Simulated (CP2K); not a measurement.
# Hf in CP2K: the effect of functional

The system is Hf.

```
Hf
1.0
     2.88012    0.00000    0.00000
    -1.01376    2.92235    0.00000
    -0.98838   -1.19151    2.76816
Hf
1
Direct
  0.00000 0.00000 0.00000
```

This isn't the form of Hf at room conditions, which is hcp.

Alike in all runs:

```yaml
Program: CP2K 2026.2
Potentials_or_basis: POTENTIAL_UZH Hf GTH-PBE-q12; TZVP-MOLOPT-PBE-GTH basis
Density_cutoff: 9184 eV
k_mesh: 11 × 10 × 10
Occupations: fermi-dirac, width 0.05 eV
Spin: no spin polarisation
```

```csv
functional,pressure (GPa)
PBE,-3.0
LDA,-9.1
PBEsol,-6.5
WC,-6.3
BEEF-vdW,-2.4
vdW-DF2,?
r2SCAN,-2.1
```

Problem. What does the run with functional vdW-DF2 give?

Solution. Pressure 1.5 GPa.

Caveats: the basis of atomic orbitals isn't converged, which shifts pressures, moduli and gaps; the potentials were made for another functional, which shifts forces and pressure (some runs).
